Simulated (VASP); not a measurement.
**Results of a VASP single-point calculation on InP (strained zincblende)**

POSCAR

```
In P
 1.0000000000000000
     0.0000000000000000    3.0128633874999999    3.0128633874999999
     3.0128633874999999    0.0000000000000000    3.0128633874999999
     3.0128633874999999    3.0128633874999999    0.0000000000000000
 In  P
   1   1
Cartesian
  0.0000000000000000  0.0000000000000000  0.0000000000000000
  1.5064316937500000  1.5064316937500000  1.5064316937500000
```

* gap between bands v and c: 0.68 eV
* least direct gap: 0.68 eV

Band v is the last that the valence electrons fill when counted band by band, and c is the next. Levels in eV from the top of v:

| point | v−1 | v | c | c+1 |
| --- | --- | --- | --- | --- |
| Γ | 0.00 | 0.00 | 0.68 | 4.43 |
| X | -2.14 | -2.14 | 2.13 | 2.52 |
| K | -3.03 | -1.78 | 2.66 | 4.57 |
| L | -0.89 | -0.89 | 1.64 | 5.14 |
| W | -2.72 | -2.64 | 4.44 | 4.56 |

Task: Which of these levels of theory gave these results?
A. PBE
B. LDA
C. r²SCAN
D. PBE with spin–orbit coupling
E. HSE06
F. PBEsol
G. PBE0

Result: C.

The INCAR was:

```
NSW = 0
NBANDS = 16
IBRION = -1
ENCUT = 520
PREC = Accurate
NELM = 120
EDIFF = 1E-7
LCHARG = .FALSE.
ISIF = 2
LASPH = .TRUE.
METAGGA = R2SCAN
LREAL = .FALSE.
SIGMA = 0.01
ISMEAR = 0
ALGO = Normal
LWAVE = .FALSE.
```
